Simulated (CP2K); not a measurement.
ZnS under changes of volume

One of the cells (19.727 Å³/atom); the others are scaled copies at fixed shape and fractional positions:

```
Zn S
1.0
     3.82121    0.00000    0.00000
     1.91060    3.30926    0.00000
     1.91060    1.10309    3.12000
Zn S
1 1
Cartesian
  5.7318 3.3093 2.3400
  0.0000 0.0000 0.0000
```

| Property | Result |
| --- | --- |
| Program | CP2K 2026.2 |
| Functional | LDA |
| Potentials or basis | GTH_POTENTIALS Zn GTH-PADE-q12, S GTH-PADE-q6; TZVP-MOLOPT-PBE-GTH basis |
| Density cutoff | 6123 eV |
| k mesh | 9 × 9 × 9 |
| Occupations | fermi-dirac, width 0.05 eV |
| Spin | no spin polarisation |

| volume (Å³/atom) | energy over the lowest point (meV/atom) | pressure (GPa) | gap on the mesh (eV) |
| --- | --- | --- | --- |
| 18.543 | 0.00 | 0.6 | 2.07 |
| 18.938 | 0.84 | -1.3 | 1.98 |
| 19.332 | 5.98 | -2.9 | 1.89 |
| 19.727 | 14.92 | -4.3 | 1.80 |
| 20.121 | 27.22 | -5.6 | 1.71 |
| 20.516 | 42.54 | -6.8 | 1.63 |
| 20.910 | ? | ? | ? |

**Question.** What does the run at 20.910 Å³/atom give?

**Answer.** Energy over the lowest point 60.55 meV/atom; pressure -7.8 GPa; gap on the mesh 1.55 eV.

Worked out: A Birch-Murnaghan fit of order 3 (a polynomial in V^(-2/3)) to the other rows has its minimum at 18.67 Å³/atom with B0 = V·E''(V) = 89 GPa and B' = 4.7. It gives 60.47 meV/atom at 20.910 Å³/atom, against the run's 60.55, and -dE/dV = -7.8 GPa, against -7.8. A straight line through the other rows of the gap, of slope -4.38 eV per unit of ln V (its deformation potential), extrapolates to 1.54 eV, against the run's 1.55.

Energies are extrapolated to zero smearing.

Caveats: the basis of atomic orbitals isn't converged, which shifts pressures, moduli and gaps.
